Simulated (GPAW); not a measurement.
**W: band structure with PBE**

W:

```
W
1.0
     0.00000    2.03000    2.03000
     2.03000    0.00000    2.03000
     2.03000    2.03000    0.00000
W
1
Cartesian
  0.0000 0.0000 0.0000
```

This isn't the form of W at room conditions, which is bcc.

```yaml
Program: GPAW 26.7.0
Task: band structure
Functional: PBE
Potentials_or_basis: GPAW PAW data sets (gpaw-data 1.2.1)
Cutoff: 600 eV
Basis: pw
k_mesh: 8 × 8 × 8
Occupations: fermi-dirac, width 0.05 eV
Spin: no spin polarisation
Maxiter: 150
Band_path: GXWKGLUWLK,UX
Band_points: 100
```

| Quantity | Value |
| --- | --- |
| Pressure | -4.6 GPa |
| Band gap along the path | none (metal or under the smearing width) |

Levels at the corners of the path, in eV from the Fermi level:
```tsv
point	band 5	band 6	band 7	band 8	band 9	band 10
Γ	-8.78	-0.48	-0.48	-0.48	2.55	2.55
X	-5.27	-4.33	2.99	4.92	5.66	5.66
W	-3.57	-1.92	-1.92	1.32	5.67	10.04
K	-4.17	-3.15	-0.09	2.61	4.58	7.60
Γ	-8.78	-0.48	-0.48	-0.48	2.55	2.55
L	-5.41	-0.70	-0.70	0.63	4.95	4.95
U	-4.17	-3.15	-0.09	2.61	4.58	7.60
W	-3.57	-1.92	-1.92	1.32	5.67	10.04
L	-5.41	-0.70	-0.70	0.63	4.95	4.95
K	-4.17	-3.15	-0.09	2.61	4.58	7.60
U	-4.17	-3.15	-0.09	2.61	4.58	7.60
X	-5.27	-4.33	2.99	4.92	5.66	5.66
```

Run time: 31 s on 1 thread of Arm Neoverse N1 (shared host), peak memory 0.18 GiB.

Caveat: spin-orbit coupling is left out, which moves the levels of the heavy elements.
